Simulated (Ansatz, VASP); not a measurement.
## BeS: VASP beside Ansatz

INCAR

```
  PREC = Accurate
  ENCUT = 520
  EDIFF = 1E-6
  ISMEAR = 0
  SIGMA = 0.02
  LREAL = F
  LASPH = T
  NELM = 60
  ALGO = Normal
  ISIF = 2
  LWAVE = F
  LCHARG = F
  GGA = PE
  NBANDS = 11
```

Contents of KPOINTS:

```
regular mesh
0
Gamma
  8 8 8
```

File POSCAR:

```
BeS
1.0
    0.0000000000      2.4132917977      2.4132917977
    2.4132917977      0.0000000000      2.4132917977
    2.4132917977      2.4132917977      0.0000000000
Be S
1 1
Direct
    0.0000000000      0.0000000000      0.0000000000
    0.2500000000      0.2500000000      0.2500000000
```

Input for Ansatz:

```yaml
crystal:
  lattice:
    - [0.0, 2.4132917977, 2.4132917977]
    - [2.4132917977, 0.0, 2.4132917977]
    - [2.4132917977, 2.4132917977, 0.0]
  atoms:
    - { symbol: Be, position: [0.0, 0.0, 0.0] }
    - { symbol: S, position: [0.25, 0.25, 0.25] }
basis:
  ecutwfc: 420
kpoints:
  mp_grid: { grid: [8, 8, 8] }
hamiltonian:
  xc: pbe
scf:
  occupations: { method: gaussian, width: 0.02 }
output:
  forces: true
  stress: true
  eigenvalues: true
```

Alike in both runs: task single point; functional PBE; k mesh 8 × 8 × 8; occupations gaussian, width 0.02 eV; no spin polarisation.

```csv
,VASP,Ansatz
version,VASP 6.6.1,Ansatz 0.2.0
potentials or method,"VASP PAW PBE potentials, release 64 (Be, S)","scalar-relativistic, plane waves, PAW"
plane-wave cutoff (eV),520,420
valence electrons in the cell,8,8
```

Ansatz gave:

| Quantity | Value |
| --- | --- |
| gap on the k mesh at the Fermi level (eV) | 3.08 |
| least direct gap on the mesh (eV) | 5.64 |
| pressure (GPa) | 3.0 |

Problem. Estimate VASP's values.

Solution. gap on the k mesh at the Fermi level (eV): 3.08; least direct gap on the mesh (eV): 5.66; pressure (GPa): 3.0.

A k mesh can miss the band edges.
